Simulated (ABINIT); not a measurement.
# BN in ABINIT: the effect of target pressure

BN:

```
N B
1.0
     0.00000    1.81300    1.81300
     1.81300    0.00000    1.81300
     1.81300    1.81300    0.00000
N B
1 1
Direct
  0.25000 0.25000 0.25000
  0.00000 0.00000 0.00000
```

The cell is a database's computed one.

Alike in all runs:

```yaml
Program: ABINIT 10.8.3 (patched build)
Task: relaxation of cell and atoms
Functional: PBE
Potentials_or_basis: JTH PAW PBE v2.0
Cutoff: 707 eV
k_mesh: 13 × 13 × 13
Occupations: fermi-dirac, width 0.05 eV
Spin: no spin polarisation
```

Each run relaxes the cell or the atoms first.

```tsv
target pressure	relaxed volume (Å³/atom)	gap on the mesh (eV)
0 GPa	5.95	4.52
5 GPa	5.88	4.53
10 GPa	5.80	4.55
20 GPa	?	?
30 GPa	5.55	4.60
```

What does the run with target pressure 20 GPa give?

Relaxed volume 5.67 Å³/atom; gap on the mesh 4.57 eV.

Worked out: In Murnaghan's law V^(-B') rises as a straight line in P. The other rows fit best with B' = 3.0, V0 = 5.95 Å³/atom and B0 = 386 GPa, which gives 5.67 Å³/atom at 20 GPa, against the run's 5.67. A straight line through the other rows of the gap on the mesh, of slope 0.0027 eV per GPa, gives 4.57 eV, against the run's 4.57.

Caveats: an odd mesh through Γ misses points on the zone boundary, where band edges often lie; the atomic spheres overlap (some runs).
